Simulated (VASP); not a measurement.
# AlN (Fm-3m) in VASP: notebook

Runs on AlN. Level: PBE. Tasks: single point, relaxation of cell and atoms.

The COD entry that gives the cell may itself be a prediction, so a difference from it is no test against experiment.

Everything below comes from runs of VASP 6.6.1. Logs are shortened: lines on timing, memory, paths and dates and some standing lists are left out, and cuts for length are marked.

## (1) The crystal as given

Symmetry: Fm-3m, No. 225, cubic system. The conventional cell has a = 4.071 Å, b = 4.071 Å, c = 4.071 Å, α = 90.00°, β = 90.00°, γ = 90.00°. Around Al (site symmetry m-3m) lie 6 N at 2.04 Å. N (site symmetry m-3m) has 6 Al at 2.04 Å as nearest neighbours.

The cell was built by a generator and needn't be a form met in nature.

## (2) Single point, PBE

The input, INCAR:

```
PREC     = Accurate       # precision mode
ENCUT    = 520            # plane-wave cutoff, eV
EDIFF    = 1E-7           # SCF threshold, eV
ISMEAR   = 0              # smearing method
SIGMA    = 0.02           # smearing width, eV
LREAL    = F              # projectors in reciprocal space
LASPH    = T              # aspherical terms in the spheres
NELM     = 60             # most SCF steps
ALGO     = Normal         # electronic algorithm
ISIF     = 2              # what is computed and relaxed
LWAVE    = F              # write WAVECAR
LCHARG   = F              # write CHGCAR
GGA      = PE             # functional
NBANDS   = 11             # bands
```

The input, KPOINTS:

```
Automatic mesh
0
Gamma
  10 10 10
```

The input, POSCAR:

```
AlN
1.0
    0.0000000000      2.0353764639      2.0353764639
    2.0353764639      0.0000000000      2.0353764639
    2.0353764639      2.0353764639      0.0000000000
Al N
1 1
Direct
    0.0000000000      0.0000000000      0.0000000000
    0.5000000000      0.5000000000      0.5000000000
```

Potentials or basis: VASP PAW PBE potentials, release 64 (Al, N).

Started as:

```
$ cat potpaw_PBE.64/Al/POTCAR potpaw_PBE.64/N/POTCAR > POTCAR
$ mpirun -np 1 vasp_std > vasp.out
```

OUTCAR:

```text
PREC = Accurate
   ENCUT = 520
   EDIFF = 1E-7
   ISMEAR = 0
   LREAL = F
   LASPH = T
   NELM = 60
   ISIF = 2
   GGA = PE

 ion  position               nearest neighbor table
   1  0.000  0.000  0.000-   2 2.04   2 2.04   2 2.04   2 2.04   2 2.04   2 2.04
   2  0.500  0.500  0.500-   1 2.04   1 2.04   1 2.04   1 2.04   1 2.04   1 2.04

  LATTYP: Found a face centered cubic cell.
 ALAT       =     4.0707529278

  Lattice vectors:

 A1 = (   0.0000000000,   2.0353764639,   2.0353764639)
 A2 = (   2.0353764639,   0.0000000000,   2.0353764639)
 A3 = (   2.0353764639,   2.0353764639,   0.0000000000)

Analysis of symmetry for initial positions (statically):
=====================================================================
 Subroutine PRICEL returns:
 Original cell was already a primitive cell.

 Routine SETGRP: Setting up the symmetry group for a
 face centered cubic supercell.

 Subroutine GETGRP returns: Found 48 space group operations
 (whereof 48 operations were pure point group operations)
 out of a pool of 48 trial point group operations.

The static configuration has the point symmetry O_h .

Analysis of symmetry for dynamics (positions and initial velocities):
=====================================================================
 Subroutine PRICEL returns:
 Original cell was already a primitive cell.

 Routine SETGRP: Setting up the symmetry group for a
 face centered cubic supercell.

 Subroutine GETGRP returns: Found 48 space group operations
 (whereof 48 operations were pure point group operations)
 out of a pool of 48 trial point group operations.

The dynamic configuration has the point symmetry O_h .

 Subroutine INISYM returns: Found 48 space group operations
 (whereof 48 operations are pure point group operations),
 and found     1 'primitive' translations

----------------------------------------------------------------------------------------

                                     Primitive cell

  volume of cell :      16.8641

  direct lattice vectors                    reciprocal lattice vectors
     0.000000000  2.035376464  2.035376464    -0.245654801  0.245654801  0.245654801
     2.035376464  0.000000000  2.035376464     0.245654801 -0.245654801  0.245654801
     2.035376464  2.035376464  0.000000000     0.245654801  0.245654801 -0.245654801

  length of vectors
     2.878457000  2.878457000  2.878457000     0.425486596  0.425486596  0.425486596

  position of ions in fractional coordinates (direct lattice)
     0.000000000  0.000000000  0.000000000
     0.500000000  0.500000000  0.500000000

  ion indices of the primitive-cell ions
   primitive index   ion index
                 1           1
                 2           2

----------------------------------------------------------------------------------------

 KPOINTS: Automatic mesh

Automatic generation of k-mesh.
 Grid dimensions read from file:
 generate k-points for:   10   10   10

 Generating k-lattice:

  Cartesian coordinates                     Fractional coordinates (reciprocal lattice)
    -0.024565480  0.024565480  0.024565480     0.100000000  0.000000000  0.000000000
     0.024565480 -0.024565480  0.024565480     0.000000000  0.100000000  0.000000000
     0.024565480  0.024565480 -0.024565480     0.000000000  0.000000000  0.100000000

  Length of vectors
     0.042548660  0.042548660  0.042548660

  Shift w.r.t. Gamma in fractional coordinates (k-lattice)
     0.000000000  0.000000000  0.000000000

 Subroutine IBZKPT returns following result:
 ===========================================

 Found     47 irreducible k-points:

 Following reciprocal coordinates:
            Coordinates               Weight
  0.000000  0.000000  0.000000      1.000000
  0.100000  0.000000  0.000000      8.000000
  0.200000  0.000000  0.000000      8.000000
  0.300000  0.000000  0.000000      8.000000
  0.400000  0.000000  0.000000      8.000000
  0.500000  0.000000  0.000000      4.000000
[... 16 lines left out ...]
  0.300000  0.300000  0.000000      6.000000
  0.400000  0.300000  0.000000     24.000000
 [... further k-points ...]
   k-points           NKPTS =     47   k-points in BZ     NKDIM =     47   number of bands    NBANDS=     11
   number of dos      NEDOS =    301   number of ions     NIONS =      2
   total plane-waves  NPLWV =  13824
   dimension x,y,z NGX =    24 NGY =   24 NGZ =   24
   dimension x,y,z NGXF=    48 NGYF=   48 NGZF=   48
   ions per type =               1   1
   NGX,Y,Z   is equivalent  to a cutoff of  13.86, 13.86, 13.86 a.u.
   NGXF,Y,Z  is equivalent  to a cutoff of  27.72, 27.72, 27.72 a.u.
 SYSTEM =  unknown system
   PREC   = accura    normal or accurate (medium, high low for compatibility)
   ISTART =      0    job   : 0-new  1-cont  2-samecut
   ICHARG =      2    charge: 1-file 2-atom 10-const
   ISPIN  =      1    spin polarized calculation?
   LNONCOLLINEAR =      F non collinear calculations
   LSORBIT =      F    spin-orbit coupling
   LASPH  =      T    aspherical Exc in radial PAW
   ENCUT  =  520.0 eV  38.22 Ry    6.18 a.u.   5.35  5.35  5.35*2*pi/ulx,y,z
   NELM   =     60;   NELMIN=  2; NELMDL= -5     # of ELM steps
   EDIFF  = 0.1E-06   stopping-criterion for ELM
   LREAL  =      F    real-space projection
   EDIFFG = 0.1E-05   stopping-criterion for IOM
   NSW    =      0    number of steps for IOM
   IBRION =     -1    ionic relax: 0-MD 1-quasi-New 2-CG
   NFREE  =      0    steps in history (QN), initial steepest desc. (CG)
   ISIF   =      2    stress and relaxation
   ISYM   =      2    0-nonsym 1-usesym 2-fastsym
   POTIM  = 0.5000    time-step for ionic-motion
   TEBEG  =    0.0;   TEEND  =   0.0 temperature during run
   PSTRESS=    0.0 pullay stress
   NELECT =       8.0000    total number of electrons
   NUPDOWN=      -1.0000    fix difference up-down
   EMIN   =  10.00;   EMAX   =-10.00  energy-range for DOS
   EFERMI =   0.00;   METHOD = LEGACY
   ISMEAR =     0;   SIGMA  =   0.02  broadening in eV -4-tet -1-fermi 0-gaus
   EFERMI_NEDOS =   21; number of points for ismear=-14 and -15
   IALGO  =     38    algorithm
   IMIX   =      4    mixing-type and parameters
     AMIX     =   0.40;   BMIX     =  1.00
     AMIX_MAG =   1.60;   BMIX_MAG =  1.00
  volume/ion in A,a.u.               =       8.43        56.90
  Fermi-wavevector in a.u.,A,eV,Ry     =   1.276782  2.412768 22.179840  1.630172
  Thomas-Fermi vector in A             =   2.409419
   LORBIT       =      0    0 simple, 1 ext, 2 COOP (PROOUT), +10 PAW based schemes
   GGA     = PE    functional components
   LHFCALC =     F    Hartree Fock is set to
   AEXX    =    0.0000 exact exchange contribution
   IVDW    =     0    specifies the selected vdW correction
   LEPSILON=     F    determine dielectric tensor
   LRPA    =     F    only Hartree local field effects (RPA)
 non-spin polarized calculation
 Gauss-broadening in eV      SIGMA  =   0.02
  energy-cutoff  :      520.00
  volume of cell :       16.86
 maximum number of plane-waves:       469
 NGX is ok and might be reduce to    24
   NGX = 11   NGY = 11   NGZ = 11

 number of electron       8.0000000 magnetization

 Free energy of the ion-electron system (eV)
  ---------------------------------------------------
  ext. energy  EPLUGINS =         0.00000000
  ---------------------------------------------------
  free energy    TOTEN  =       -14.54590093 eV

  energy without entropy =      -14.54590093  energy(sigma->0) =      -14.54590093

 E-fermi :   9.8632     XC(G=0): -12.1905

 val. band max:        9.7016578642   @ k =   0.0000   0.0000   0.0000
 cond. band min:      14.1133530814   @ k =   0.5000   0.5000   0.0000
 fundamental gap:      4.4116952172
 Fermi energy:         9.8631524393

 k-point     1 :       0.0000    0.0000    0.0000
  band No.  band energies     occupation
      1      -7.6676      2.00000
      2       9.7017      2.00000
      3       9.7017      2.00000
      4       9.7017      2.00000
      5      15.0901      0.00000
      6      21.8031      0.00000
      7      21.8031      0.00000
      8      21.8031      0.00000
      9      26.8893      0.00000
     10      27.3419      0.00000
     11      27.3419      0.00000

 k-point     2 :       0.1000    0.0000    0.0000
  band No.  band energies     occupation
      1      -7.4665      2.00000
      2       8.6842      2.00000
      3       9.5839      2.00000
      4       9.5839      2.00000
      5      15.7316      0.00000
      6      20.8986      0.00000
      7      22.0905      0.00000
      8      22.0905      0.00000
      9      25.7099      0.00000
     10      25.7099      0.00000
     11      27.6806      0.00000

 k-point     3 :       0.2000    0.0000    0.0000
  band No.  band energies     occupation
      1      -6.8818      2.00000
      2       6.5660      2.00000
      3       9.2978      2.00000
      4       9.2978      2.00000
      5      16.4265      0.00000
      6      20.3470      0.00000
      7      22.2183      0.00000
      8      22.2183      0.00000
      9      25.1565      0.00000
     10      25.1565      0.00000
     11      26.9898      0.00000
[... 267 lines left out ...]
 k-point    23 :       0.3000    0.3000    0.0000
  band No.  band energies     occupation
      1      -5.4604      2.00000
      2       4.9443      2.00000
      3       7.7198      2.00000
      4       7.7198      2.00000
      5      16.3647      0.00000
      6      16.4202      0.00000
      7      21.2270      0.00000
      8      25.1000      0.00000
      9      25.1000      0.00000
     10      30.0536      0.00000
     11      33.5135      0.00000

 k-point    24 :       0.4000    0.3000    0.0000
  band No.  band energies     occupation
      1      -4.7233      2.00000
      2       3.9352      2.00000
      3       6.9605      2.00000
      4       7.4673      2.00000
      5      15.7051      0.00000
      6      16.5710      0.00000
      7      21.6818      0.00000
      8      25.0551      0.00000
      9      25.7926      0.00000
     10      31.3105      0.00000
     11      34.1931      0.00000

 [... further k-points ...]

------------------------ aborting loop because EDIFF is reached ----------------------------------------

  FORCE on cell =-STRESS in cart. coord.  units (eV):
  Direction    XX          YY          ZZ          XY          YZ          ZX
  --------------------------------------------------------------------------------------
  -------------------------------------------------------------------------------------
  Total       -0.0323962     -0.0323962     -0.0323962      0.0000000     -0.0000000      0.0000000
  in kB       -3.0777976     -3.0777976     -3.0777976      0.0000000     -0.0000000      0.0000000
  external PRESSURE =      -3.0777976 kB  Pullay stress =       0.0000000 kB

 VOLUME and BASIS-vectors are now :
 -----------------------------------------------------------------------------
  energy-cutoff  :      520.00
  volume of cell :       16.86
      direct lattice vectors                 reciprocal lattice vectors
     0.000000000  2.035376464  2.035376464    -0.245654801  0.245654801  0.245654801
     2.035376464  0.000000000  2.035376464     0.245654801 -0.245654801  0.245654801
     2.035376464  2.035376464  0.000000000     0.245654801  0.245654801 -0.245654801

 POSITION                                       TOTAL-FORCE (eV/Angst)
 -----------------------------------------------------------------------------------
      0.00000      0.00000      0.00000         0.000000      0.000000      0.000000
      2.03538      2.03538      2.03538        -0.000000     -0.000000      0.000000
 -----------------------------------------------------------------------------------
    total drift:                               -0.000000     -0.000000      0.000000

  FREE ENERGIE OF THE ION-ELECTRON SYSTEM (eV)
  ---------------------------------------------------
  free  energy   TOTEN  =       -14.5459009329 eV

  energy  without entropy=      -14.5459009329  energy(sigma->0) =      -14.54590093
```

Run time: 5.8 s. Hardware: 1 thread of Intel Xeon Platinum 8488C (Sapphire Rapids), shared host; peak memory 0.13 GiB.

What came out:

```yaml
Free_energy: -14.5459 eV
Pressure: -0.3 GPa
Band_gap_on_the_k_mesh: 4.41 eV, indirect (least direct gap 5.39 eV)
```

[end of part 1 of 2]
